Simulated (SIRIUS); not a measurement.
# GaP under changes of volume

One of the cells (20.645 Å³/atom); the others are scaled copies at fixed shape and fractional positions:

```xyz
2
Lattice="0.0000 2.7433 2.7433 2.7433 0.0000 2.7433 2.7433 2.7433 0.0000" Properties=species:S:1:pos:R:3 pbc="T T T"
Ga    0.0000    0.0000    0.0000
P     4.1149    4.1149    4.1149
```

- Program: SIRIUS 7.12.0
- Functional: PBEsol
- Potentials or basis: PseudoDojo 0.4.1 PBEsol standard (scalar relativistic)
- Cutoff: 1102 eV
- Density cutoff: 4408 eV
- k mesh: 8 × 8 × 8
- Occupations: fermi-dirac, width 0.05 eV
- Spin: no spin polarisation

```csv
volume (Å³/atom),energy over the lowest point (meV/atom),pressure (GPa),gap on the mesh (eV)
19.026,16.35,5.3,1.38
19.431,5.58,3.2,1.43
19.836,0.00,1.2,1.48
20.645,2.33,-2.1,1.52
21.050,?,?,?
21.455,19.66,-4.7,1.27
```

Task: What does the run at 21.050 Å³/atom give?

Result: Energy over the lowest point 9.32 meV/atom; pressure -3.5 GPa; gap on the mesh 1.42 eV.

Worked out: A Birch-Murnaghan fit of order 3 (a polynomial in V^(-2/3)) to the other rows has its minimum at 20.12 Å³/atom with B0 = V·E''(V) = 85 GPa and B' = 4.4. It gives 9.32 meV/atom at 21.050 Å³/atom, against the run's 9.32, and -dE/dV = -3.5 GPa, against -3.5. A parabola through the other rows of the gap, of slope -4.95 eV per unit of ln V there, gives 1.40 eV, against the run's 1.42.

Energies are extrapolated to zero smearing.

A mesh can miss the band edges. Spin-orbit coupling on Ga is left out.
